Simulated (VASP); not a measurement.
Runs of VASP 6.6.1 on InAs. All rows change the cell; the cell of one of them follows. The structure is cubic, space group F-43m (No. 216). The conventional cell has a = 6.163 Å, b = 6.163 Å, c = 6.163 Å, α = 90.00°, β = 90.00°, γ = 90.00°. In (site symmetry -43m) is surrounded by 4 As at 2.67 Å. As (site symmetry -43m) has 4 In at 2.67 Å as nearest neighbours. 

```csv
level,potentials or basis,cell,k mesh,smearing,gap on the mesh (eV),pressure (GPa)
PBE,"VASP PAW PBE potentials, release 64 (In_d, As)",strained and moved within the space group,12 × 12 × 12,gaussian 0.1 eV,none,0.6
PBE,"VASP PAW PBE potentials, release 64 (Ga_d, As)","In replaced by Ga, lengths x 0.954, strained and moved within the space group",6 × 6 × 6,gaussian 0.1 eV,0.43,(a)
PBE,"VASP PAW PBE potentials, release 64 (Ga_d, As)","In replaced by Ga, lengths x 0.954, strained and moved within the space group",12 × 12 × 12,gaussian 0.02 eV,0.43,2.6
r2SCAN,"VASP PAW PBE potentials, release 64 (In_d, As)","functional r2SCAN, strained and moved within the space group",12 × 12 × 12,gaussian 0.1 eV,none,-3.9
```

Alike in all rows: task single point; no spin polarisation; cutoff (eV) 520.

Q: Fill in the values left out.

A: (a) 2.5.

Caveats: the PAW data sets were made with another functional, which shifts forces and pressure a little (some runs).

A k mesh can miss the band edges, and the runs leave out spin-orbit coupling on As, In.

A gap of «none» marks a metal or a gap under the smearing width.
